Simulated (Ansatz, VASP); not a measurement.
**CsH: VASP beside Ansatz**

```
Cs H
1.0
     0.00000    3.04862    3.04862
     3.04862    0.00000    3.04862
     3.04862    3.04862    0.00000
Cs H
1 1
Direct
  0.00000 0.00000 0.00000
  0.50000 0.50000 0.50000
```

Alike in both runs: functional LDA; k mesh 8 × 8 × 8; no spin polarisation.

Ansatz relaxed the structure, and its values are those at the end. VASP's run is a single point on that final structure, the one shown.

```csv
,VASP,Ansatz
version,VASP 6.6.1,Ansatz 0.2.0
potentials or method,"VASP PAW LDA potentials, release 64 (Cs_sv, H)","scalar-relativistic, plane waves, PAW"
plane-wave cutoff (eV),520,420
occupations,"gaussian, width 0.01 eV",fixed
valence electrons in the cell,10,10
```

Ansatz gave:

| Property | Result |
| --- | --- |
| gap on the k mesh at the Fermi level (eV) | 1.75 |
| least direct gap on the mesh (eV) | 1.75 |
| pressure (GPa) | 0.0 |

Which values does VASP return?

gap on the k mesh at the Fermi level (eV): 1.72; least direct gap on the mesh (eV): 1.72; pressure (GPa): 0.1.

Caveats: spin-orbit coupling is left out, which moves the levels of the heavy elements. A k mesh can miss the band edges.
